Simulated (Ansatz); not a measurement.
Ru:

```
Ru
1.0
     2.70580    0.00000    0.00000
    -1.35290    2.34329    0.00000
     0.00000    0.00000    4.28190
Ru
2
Direct
  0.66667 0.33333 0.75000
  0.33333 0.66667 0.25000
```

| Quantity | Value |
| --- | --- |
| Program | Ansatz 0.2.0 |
| Task | relaxation of cell and atoms |
| Functional | HSE03 |
| Potentials or basis | Ansatz PAW |
| Cutoff | 420 eV (not typed: the program's choice for these potentials) |
| k mesh | 6 × 6 × 3 |
| Occupations | fermi-dirac, width 0.05 eV |
| Spin | no spin polarisation |

At the start: volume 13.57 Å³/atom.

**Question.** How do energy, volume and symmetry change on relaxing?

**Answer.** It ends after 5 steps and the volume is 13.27 Å³/atom (-2.2 %); space group P6_3/mmc (No. 194, to 0.05 Å).

Step by step:
```tsv
step	energy change (eV)	largest force (eV/Å)	volume (Å³)
1	0.0000	0.0000	27.15
2	-0.0206	0.0000	26.58
3	-0.0207	0.0000	26.54
4	-0.0207	0.0000	26.54
5	-0.0204	0.0000	26.54
```

Final structure:
```cif
data_structure
_symmetry_space_group_name_H-M 'P 1'
_symmetry_Int_Tables_number 1
_cell_length_a 2.6969
_cell_length_b 2.6969
_cell_length_c 4.2135
_cell_angle_alpha 90.000
_cell_angle_beta 90.000
_cell_angle_gamma 120.000
_cell_volume 26.54
loop_
_atom_site_label
_atom_site_type_symbol
_atom_site_fract_x
_atom_site_fract_y
_atom_site_fract_z
_atom_site_occupancy
Ru1 Ru 0.66667 0.33333 0.75000 1
Ru2 Ru 0.33333 0.66667 0.25000 1
```

Caveat: the k mesh is coarse (spacing up to 0.49 Å⁻¹), so the values aren't converged, least of all with exact exchange; the plane-wave basis is chosen anew once the cell has moved, so the energies of steps on either side of that aren't comparable; the PAW data sets come from PBE, with cores solved anew for the run's functional, which leaves a small shift of forces and pressure.
